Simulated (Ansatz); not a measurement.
# SnO2: zone-centre modes

All numbers below come from Ansatz 0.2.0, DFT PBE, scalar-relativistic, plane waves, PAW. Cutoff 420 eV, Γ-centred 10×10×10 k-points, Gaussian smearing of 0.05 eV. No spin polarisation.

The starting cell (relaxed at this level; this form isn't the usual structure):

```yaml
crystal:
  lattice:
    - [-2.02614, 2.02614, 5.18138]
    - [2.02614, -2.02614, 5.18138]
    - [2.02614, 2.02614, -5.18138]
  atoms:
    - { symbol: Sn, position: [0.75000, 0.25000, 0.50000] }
    - { symbol: Sn, position: [0.00000, 0.00000, 0.00000] }
    - { symbol: O, position: [0.79759, 0.79759, 0.00000] }
    - { symbol: O, position: [0.95241, 0.45241, 0.50000] }
    - { symbol: O, position: [0.20241, 0.20241, 0.00000] }
    - { symbol: O, position: [0.54759, 0.04759, 0.50000] }
```

Harmonic modes by finite displacements of 0.02 Å, without the LO–TO term.

Task: At this geometry, is the structure stable against these modes?

Result: Yes: no mode is imaginary beyond 10 cm⁻¹, and only the three translations lie near zero.

Task: List the wavenumbers in cm⁻¹.

Result: 0, 0, 0, 141, 141, 172, 172, 239, 239, 272, 421, 491, 500, 525, 525, 550, 695, 695.

Cost: 1 run of about 3.5 core-minutes, on Intel Xeon 6975P-C (Granite Rapids) (shared hosts).